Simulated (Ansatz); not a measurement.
# CdS (Hawleyite) (F-43m) in Ansatz: relaxation of cell and atoms with BLYP

Aim: the relaxation of cell and atoms of CdS (Hawleyite) with BLYP.

Everything below comes from runs of Ansatz 0.2.0. Logs are shortened: lines on timing, memory, paths and dates and some standing lists are left out, and cuts for length are marked.

## 1. The structure

It takes space group F-43m (No. 216, cubic). The conventional cell has a = 5.833 Å, b = 5.833 Å, c = 5.833 Å, α = 90.00°, β = 90.00°, γ = 90.00°. Cd (site symmetry -43m) is surrounded by 4 S at 2.53 Å. S (site symmetry -43m) is surrounded by 4 Cd at 2.53 Å.

## 2. Relaxation of cell and atoms, BLYP

Contents of input.yaml:

```yaml
crystal:
  lattice:
    - [0.0, 2.9165, 2.9165]
    - [2.9165, 0.0, 2.9165]
    - [2.9165, 2.9165, 0.0]
  atoms:
    - { symbol: Cd, position: [0.0, 0.0, 0.0] }
    - { symbol: S, position: [0.75, 0.75, 0.75] }
kpoints:
  mp_grid: { grid: [8, 8, 8] }
scf:
  occupations: { method: fermi_dirac, width: 0.05 }
hamiltonian:
  xc: blyp
  pseudopotentials: { kind: all_electron, lapw: { basis_error: 0.001 } }
output:
  forces: true
  stress: true
relax:
  f_tol: 0.005
  max_steps: 60
  cell: {}
```

Potentials or basis: all-electron LAPW, scalar-relativistic.

The run is started by

```
ansatz run input.yaml --threads 1 --pin off --max-ram 3072MiB --backend cpu --events-out ev --progress --plain --runs-dir out
```

What it wrote:

```text
Warning: RAYON_NUM_THREADS=1 ignored (pool sized by the plan → 1); use --threads N
The last accepted step is kept in <dir> (removed where the run ends without a failure and the disk answers)
LAPW: plane waves up to 8.339 Å⁻¹, error target 1.0e-3 eV per atom; small_component_spin mean_spin; S in spheres of 1.064 Å, 14 of its electrons in bands, Dirac shells []; Cd in spheres of 1.386 Å, 20 of its electrons in bands, Dirac shells [] (how accurate: hamiltonian.pseudopotentials.lapw.basis_error, Limitations)
Engine: ansatz 0.2.0, x86_64-unknown-linux-gnu
Pseudopotentials: kind: all_electron
Pseudopotential: Cd, LAPW, valence charge 20, lapw/all_electron/scalar/gaussian/Cd, Koelling and Harmon's equation, gaussian nucleus
Pseudopotential: S, LAPW, valence charge 14, lapw/all_electron/scalar/gaussian/S, Koelling and Harmon's equation, gaussian nucleus
Functional definition: BLYP
  parameter beta = 0.0042
  parameter a = 0.04918
  parameter b = 0.132
  parameter c = 0.2533
  parameter d = 0.349
  exchange = b88_x(beta = beta)
  correlation = lyp_c(a = a, b = b, c = c, d = d)
Crystal: 2 atoms, lattice volume = 49.615 Å³
Basis set: ecut = 264.94244998945203 eV, 531 PW (Γ), exchange–correlation at level 2
Bands: 21, of which v1, the nominal top of the filled ones, is band 17 counted from 1 (16 counted from 0)
Symmetry: 24 space group operations
Space group: F-43m (ITA 216), of the structure as read, at distance tolerance 3.7e-5 Å
k-points: 29 of 512 (time reversal used)
Non-local potential: Cd, projectors of the file, none
Non-local potential: S, projectors of the file, none
Initial density: superposition of atomic densities (chi_scale 0.1, normalization cell, long waves kept (reshape's long-wave potential 0.00 eV rms))
Initial wavefunctions: plane waves of lowest kinetic energy (no species holds an atomic orbital)
Functional: x = b88, c = lyp
iter 1 solved again at ethr=5.18e-3 eV; its pass at ethr=1.00e-1 eV (dr2=1.76e0 eV) is discarded
SCF iter   1: F=—  HF=-163120.269555 eV  |F-HF|=—  |Δ(HF+E_count)|=         —  Δρ=4.15e-2  dr2=1.76e0  ethr=5.18e-3  ⟨swp⟩=2.0  Hψ=4188  notcnv=0
preconditioner: auto → none  [insulator: Δε(μ)=1.826 eV  Ē_g=12.097 eV  σ=0.050 eV  W_gap=1.00  n_scr=14 (ndim 8)  ℏωp=22.4 eV  f_vac=0.135  D(μ)=0.00/eV (n_scr^D=0)  ε∞_Penn≈4.4]
iter 2 solved again at ethr=2.21e-4 eV; its pass at ethr=5.18e-3 eV (dr2=7.50e-2 eV) is discarded
SCF iter   2: F=—  HF=-163119.708016 eV  |F-HF|=—  |Δ(HF+E_count)|=   5.62e-1  Δρ=1.28e-2  dr2=7.50e-2  ethr=2.21e-4  ⟨swp⟩=2.0  Hψ=3204  notcnv=0
SCF iter   3: F=—  HF=-163119.643365 eV  |F-HF|=—  |Δ(HF+E_count)|=   6.47e-2  Δρ=5.64e-3  dr2=1.38e-2  ethr=2.21e-4  ⟨swp⟩=3.0  Hψ=1853  notcnv=0
SCF iter   4: F=—  HF=-163119.643107 eV  |F-HF|=—  |Δ(HF+E_count)|=   2.58e-4  Δρ=1.38e-3  dr2=7.39e-4  ethr=4.06e-5  ⟨swp⟩=2.0  Hψ=1680  notcnv=0
SCF iter   5: F=—  HF=-163119.642598 eV  |F-HF|=—  |Δ(HF+E_count)|=   5.09e-4  Δρ=2.22e-4  dr2=1.51e-5  ethr=2.17e-6  ⟨swp⟩=2.0  Hψ=1682  notcnv=0
SCF iter   6: F=—  HF=-163119.642605 eV  |F-HF|=—  |Δ(HF+E_count)|=   7.27e-6  Δρ=3.73e-5  dr2=4.23e-7  ethr=4.44e-8  ⟨swp⟩=3.0  Hψ=1736  notcnv=0
SCF iter   7: F=-163119.642606 eV  HF=-163119.642606 eV  |F-HF|=2.33e-9  |Δ(HF+E_count)|=   7.32e-7  Δρ=3.92e-6  dr2=1.26e-8  ethr=1.25e-9  ⟨swp⟩=3.0  Hψ=1770  notcnv=0
SCF 1 converged in 7 iterations: F = -163119.642606 eV  dr2 = 1.26e-8
relax step   1: F+E_penalty+E_count = -163119.64260614 eV  Δ(F+E_penalty+E_count) = +0.000e0 eV  max|allowed force component| = 1.249e-16 eV/Å  Δτ_max = 0.0000 Å  P = +6.116 GPa  Ω = 49.615 Å³  (7 SCF iters, accepted)
Crystal: 2 atoms, lattice volume = 54.633 Å³
Basis set: ecut = 248.46199325071015 eV, 531 PW (Γ), exchange–correlation at level 2
Initial density: handed on by an earlier stage of this run
Initial wavefunctions: those handed on with the density
iter 1 solved again at ethr=6.09e-6 eV; its pass at ethr=1.00e-1 eV (dr2=2.07e-3 eV) is discarded
SCF iter   1: F=—  HF=-163119.736768 eV  |F-HF|=—  |Δ(HF+E_count)|=         —  Δρ=1.27e-3  dr2=2.01e-3  ethr=6.09e-6  ⟨swp⟩=3.9  Hψ=3259  notcnv=0
preconditioner: auto → none  [insulator: Δε(μ)=0.875 eV  Ē_g=11.977 eV  σ=0.050 eV  W_gap=1.00  n_scr=14 (ndim 8)  ℏωp=21.3 eV  f_vac=0.230  D(μ)=0.00/eV (n_scr^D=0)  ε∞_Penn≈4.2]
SCF iter   2: F=—  HF=-163119.736141 eV  |F-HF|=—  |Δ(HF+E_count)|=   6.27e-4  Δρ=4.63e-4  dr2=2.35e-4  ethr=5.91e-6  ⟨swp⟩=2.0  Hψ=1680  notcnv=0
SCF iter   3: F=—  HF=-163119.736067 eV  |F-HF|=—  |Δ(HF+E_count)|=   7.34e-5  Δρ=2.46e-4  dr2=6.42e-5  ethr=6.90e-7  ⟨swp⟩=3.0  Hψ=1767  notcnv=0
iter 4 solved again at ethr=2.38e-9 eV; its pass at ethr=1.89e-7 eV (dr2=8.09e-7 eV) is discarded
SCF iter   4: F=—  HF=-163119.736053 eV  |F-HF|=—  |Δ(HF+E_count)|=   1.42e-5  Δρ=4.51e-5  dr2=8.18e-7  ethr=2.38e-9  ⟨swp⟩=2.0  Hψ=2929  notcnv=0
SCF iter   5: F=-163119.736053 eV  HF=-163119.736053 eV  |F-HF|=1.40e-8  |Δ(HF+E_count)|=   4.47e-7  Δρ=3.66e-6  dr2=9.20e-9  ethr=2.38e-9  ⟨swp⟩=3.0  Hψ=1720  notcnv=0
SCF 2 converged in 5 iterations: F = -163119.736053 eV  dr2 = 9.20e-9
relax step   2: F+E_penalty+E_count = -163119.73605338 eV  Δ(F+E_penalty+E_count) = -9.345e-2 eV  max|allowed force component| = 5.551e-17 eV/Å  Δτ_max = 0.0000 Å  P = +0.346 GPa  Ω = 54.633 Å³  (5 SCF iters, accepted)
Crystal: 2 atoms, lattice volume = 54.966 Å³
Basis set: ecut = 247.45697119389303 eV, 531 PW (Γ), exchange–correlation at level 2
iter 1 solved again at ethr=4.80e-8 eV; its pass at ethr=1.00e-1 eV (dr2=1.63e-5 eV) is discarded
SCF iter   1: F=—  HF=-163119.736475 eV  |F-HF|=—  |Δ(HF+E_count)|=         —  Δρ=8.73e-5  dr2=9.40e-6  ethr=4.80e-8  ⟨swp⟩=4.7  Hψ=3235  notcnv=0
preconditioner: auto → none  [insulator: Δε(μ)=0.845 eV  Ē_g=11.977 eV  σ=0.050 eV  W_gap=1.00  n_scr=14 (ndim 8)  ℏωp=21.2 eV  f_vac=0.227  D(μ)=0.00/eV (n_scr^D=0)  ε∞_Penn≈4.1]
SCF iter   2: F=—  HF=-163119.736472 eV  |F-HF|=—  |Δ(HF+E_count)|=   3.24e-6  Δρ=3.13e-5  dr2=1.06e-6  ethr=2.77e-8  ⟨swp⟩=2.0  Hψ=1681  notcnv=0
SCF iter   3: F=—  HF=-163119.736472 eV  |F-HF|=—  |Δ(HF+E_count)|=   4.11e-7  Δρ=1.68e-5  dr2=2.99e-7  ethr=3.11e-9  ⟨swp⟩=3.0  Hψ=1768  notcnv=0
iter 4 solved again at ethr=1.22e-11 eV; its pass at ethr=8.80e-10 eV (dr2=4.16e-9 eV) is discarded
SCF iter   4: F=-163119.736471 eV  HF=-163119.736471 eV  |F-HF|=1.69e-9  |Δ(HF+E_count)|=   7.18e-8  Δρ=3.21e-6  dr2=4.20e-9  ethr=1.22e-11  ⟨swp⟩=2.0  Hψ=2930  notcnv=0
SCF 3 converged in 4 iterations: F = -163119.736471 eV  dr2 = 4.20e-9
relax step   3: F+E_penalty+E_count = -163119.73647149 eV  Δ(F+E_penalty+E_count) = -4.181e-4 eV  max|allowed force component| = 5.320e-17 eV/Å  Δτ_max = 0.0000 Å  P = +0.058 GPa  Ω = 54.966 Å³  (4 SCF iters, accepted)
Crystal: 2 atoms, lattice volume = 55.033 Å³
Basis set: ecut = 247.2546138382152 eV, 531 PW (Γ), exchange–correlation at level 2
iter 1 solved again at ethr=2.08e-9 eV; its pass at ethr=1.00e-1 eV (dr2=7.06e-7 eV) is discarded
SCF iter   1: F=—  HF=-163119.736484 eV  |F-HF|=—  |Δ(HF+E_count)|=         —  Δρ=1.84e-5  dr2=4.05e-7  ethr=2.08e-9  ⟨swp⟩=4.5  Hψ=3221  notcnv=0
preconditioner: auto → none  [insulator: Δε(μ)=0.841 eV  Ē_g=11.973 eV  σ=0.050 eV  W_gap=1.00  n_scr=14 (ndim 8)  ℏωp=21.2 eV  f_vac=0.227  D(μ)=0.00/eV (n_scr^D=0)  ε∞_Penn≈4.1]
SCF iter   2: F=-163119.736484 eV  HF=-163119.736484 eV  |F-HF|=4.22e-8  |Δ(HF+E_count)|=   2.49e-8  Δρ=7.12e-6  dr2=5.09e-8  ethr=1.19e-9  ⟨swp⟩=2.0  Hψ=1681  notcnv=0
SCF 4 converged in 2 iterations: F = -163119.736484 eV  dr2 = 5.09e-8
relax step   4: F+E_penalty+E_count = -163119.73648380 eV  Δ(F+E_penalty+E_count) = -1.231e-5 eV  max|allowed force component| = 5.667e-17 eV/Å  Δτ_max = 0.0000 Å  P = +0.001 GPa  Ω = 55.033 Å³  (2 SCF iters, accepted)
iter 1 solved again at ethr=1.50e-10 eV; its pass at ethr=1.00e-1 eV (dr2=5.10e-8 eV) is discarded
SCF iter   1: F=—  HF=-163119.736484 eV  |F-HF|=—  |Δ(HF+E_count)|=         —  Δρ=7.13e-6  dr2=5.10e-8  ethr=1.50e-10  ⟨swp⟩=3.0  Hψ=2981  notcnv=0
preconditioner: auto → none  [insulator: Δε(μ)=0.841 eV  Ē_g=11.974 eV  σ=0.050 eV  W_gap=1.00  n_scr=14 (ndim 8)  ℏωp=21.2 eV  f_vac=0.227  D(μ)=0.00/eV (n_scr^D=0)  ε∞_Penn≈4.1]
SCF iter   2: F=-163119.736484 eV  HF=-163119.736484 eV  |F-HF|=5.76e-9  |Δ(HF+E_count)|=   8.52e-8  Δρ=3.80e-6  dr2=1.39e-8  ethr=1.50e-10  ⟨swp⟩=3.0  Hψ=1769  notcnv=0
SCF 5 converged in 2 iterations: F = -163119.736484 eV  dr2 = 1.39e-8
relax step   5: F+E_penalty+E_count = -163119.73648372 eV  Δ(F+E_penalty+E_count) = +7.873e-8 eV  max|allowed force component| = 5.667e-17 eV/Å  Δτ_max = 0.0000 Å  P = +0.001 GPa  Ω = 55.033 Å³  stress off target by 7.42e-4 GPa  SCF on the basis re-selected at this cell (its energy is not comparable with the rows above)  (2 SCF iters)
basis re-selected at this cell: Δ(F+E_penalty+E_count) = +7.873e-8 eV, ΔP = -0.001 GPa vs the last step (what re-selecting the basis moved, after the strain that the cell walked since its last selection, with what the two solves' SCF thresholds leave and, on support functions, any second-order correction that the steps lacked; it is no measure of the basis error at this ecutwfc). This SCF's stress stands 7.42e-4 GPa from its target on what of the cell is left free (relax.cell.stress_tol is 5.00e-2 GPa) and its largest allowed force component is 5.67e-17 eV/Å (relax.f_tol is 5.00e-3 eV/Å): within both
SCF converged after 2 iterations
Free energy (F): -163119.736484 eV
Harris-Foulkes:  -163119.736484 eV  (|F-HF|=5.76e-9)
Internal energy: -163119.736482 eV  (E = F + TS)
E sigma→0 (E₀):  -163119.736483 eV
Entropy (-TS):   -0.000002 eV (-0.001 meV/atom)
Fermi energy:    7.110261 eV
--- Per-component energies (eV) ---
  E_band       = -1758.808669
  E_kinetic    = 170417.800384
  E_xc         = -4927.915638
  E_electrostatic = -328609.621228  (all electrons and nuclei)
  E_smearing   = -0.000002  (= −TS)
  E_closure    = 0.000000  (closes the sum)
  E_atoms      = -163114.594206  (free atoms, spherical and without spin; not in F)
  Σ components = -163119.736484   (vs F -163119.736484, Δ=0.00e0)
  Basis errors (estimates in eV, not in F): energy 5.0e-4 per atom: plane waves 4.6e-4 (2.8e-4 summed), levels above the bands 4.2e-55, relativity 9.9e-8, radial functions 3.9e-5, core shells 2.0e-7; eigenvalues (radial functions only) 4.3e-7; not estimated: angular momenta, meshes, grids; target (lapw.basis_error) 1.0e-3; muffin-tin radii S 1.102 Å, Cd 1.435 Å
--- Forces (eV/Å), atoms counted from 1 ---
  atom   1  Cd     0.00000000    -0.00000000     0.00000000
  atom   2  S     -0.00000000     0.00000000    -0.00000000
  max |Σ_I F_I| component: 3.24e-17 eV/Å
--- Stress (GPa, compression-positive) ---
        0.000742      -0.000000      -0.000000
       -0.000000       0.000742       0.000000
       -0.000000       0.000000       0.000742
  P = ⅓ Tr σ = 0.0007 GPa (0.007 kbar)
--- Relaxed structure (4 steps of the walk, 4 accepted, 1 SCFs on fresh bases) ---
  F+E_penalty+E_count = -163119.73648372 eV   max|allowed force component| = 5.667e-17 eV/Å   (the final SCF, on the basis selected at the relaxed cell)
  cell:  # Å, volume = 55.0334 Å³
    - [-3.659411676606115e-33, 3.019016958639539, 3.019016958639539]
    - [3.019016958639539, -1.2544275683878495e-32, 3.019016958639539]
    - [3.019016958639539, 3.019016958639539, 2.7705023432293536e-33]
  atoms:
    - { symbol: Cd, position: [5.1177634387111515e-34, -9.630200019080125e-34, -1.375742859868589e-34] }
    - { symbol: S, position: [0.75, 0.75, 0.75] }
```

It took 59 s on 1 thread of Intel Xeon at 2.50GHz (Skylake/Cascade Lake), shared host; peak memory 0.32 GiB.

What came out:

```yaml
Free_energy: -163119.7365 eV
Relaxed_volume: 27.52 Å³/atom
Relaxed_cell: a = 4.270 Å, b = 4.270 Å, c = 4.270 Å, α = 60.00°, β = 60.00°, γ = 60.00°
Space_group_after_relaxing_to_0.05_Å: F-43m (No. 216)
Energy_gained_by_relaxing: 46.9 meV/atom
Ionic_steps: 5
Pressure_after_relaxing: 0.0 GPa
Band_gap_on_the_k_mesh: 0.84 eV
```

Step by step:
```csv
step,energy change (eV),largest force (eV/Å),volume (Å³)
1,0.0000,0.0000,49.62
2,-0.0934,0.0000,54.63
3,-0.0939,0.0000,54.97
4,-0.0939,0.0000,55.03
5,-0.0939,0.0000,55.03
```

Final structure:
```
CELL_PARAMETERS angstrom
0.00000 3.01902 3.01902
3.01902 0.00000 3.01902
3.01902 3.01902 0.00000
ATOMIC_POSITIONS crystal
Cd 0.00000 0.00000 0.00000
S 0.75000 0.75000 0.75000
```

Caveat: the volume moved by +11 % from the deposited cell, more than functionals usually miss. A k mesh can miss the band edges.
